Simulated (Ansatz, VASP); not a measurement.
**TePb in VASP and in Ansatz**

The input INCAR:

```
SYSTEM = TePb
PREC = Accurate
ENCUT = 520
EDIFF = 1E-6
ISMEAR = 0
SIGMA = 0.02
LREAL = .False.
LASPH = .True.
NELM = 100
ALGO = Normal
ISIF = 2
LWAVE = .False.
LCHARG = .False.
GGA = PE
NBANDS = 17
```

KPOINTS

```
Automatic mesh
0
Gamma
  8 8 8
  0 0 0
```

File POSCAR:

```
TePb
1.0
    0.0000000000      3.2270000000      3.2270000000
    3.2270000000      0.0000000000      3.2270000000
    3.2270000000      3.2270000000      0.0000000000
Te Pb
1 1
Direct
    0.5069724202      0.4930275798      0.5069724202
    0.0000000000      0.0000000000      0.0000000000
```

Input for Ansatz:

```yaml
crystal:
  lattice:
    - [0.0, 3.227, 3.227]
    - [3.227, 0.0, 3.227]
    - [3.227, 3.227, 0.0]
  atoms:
    - { symbol: Te, position: [0.5069724202, 0.4930275798, 0.5069724202] }
    - { symbol: Pb, position: [0.0, 0.0, 0.0] }
basis:
  ecutwfc: 420
kpoints:
  mp_grid: { grid: [8, 8, 8] }
hamiltonian:
  xc: pbe
scf:
  occupations: { method: gaussian, width: 0.02 }
output:
  forces: true
  stress: true
  eigenvalues: true
```

Change from the starting cell: one atom moved.

Alike in both runs: task single point; functional PBE; k mesh 8 × 8 × 8; occupations gaussian, width 0.02 eV; no spin polarisation.

```csv
,VASP,Ansatz
version,VASP 6.6.1,Ansatz 0.2.0
potentials or method,"VASP PAW PBE potentials, release 64 (Te, Pb_d)","scalar-relativistic, plane waves, PAW"
plane-wave cutoff (eV),520,420
valence electrons in the cell,20,30
```

VASP gave:

| Quantity | Value |
| --- | --- |
| gap on the k mesh at the Fermi level (eV) | 0.74 |
| least direct gap on the mesh (eV) | 0.74 |
| pressure (GPa) | 2.3 |
| largest component of the traceless stress (GPa) | 0.05 |
| rms of the force components (eV/Å) | 0.018 |

**Question.** Estimate Ansatz's values.

**Answer.** gap on the k mesh at the Fermi level (eV): 0.73; least direct gap on the mesh (eV): 0.73; pressure (GPa): 2.3; largest component of the traceless stress (GPa): 0.05; rms of the force components (eV/Å): 0.018.

Atom by atom the forces differ by 0.000 eV/Å (rms over components). With one functional, cell and mesh, what is left measures potentials, basis and numerics. The two sets of potentials don't hold the same shells in valence.

Caveats: spin-orbit coupling is left out, which as a rule narrows the gap of such compounds by several tenths of an eV. A k mesh can miss the band edges.
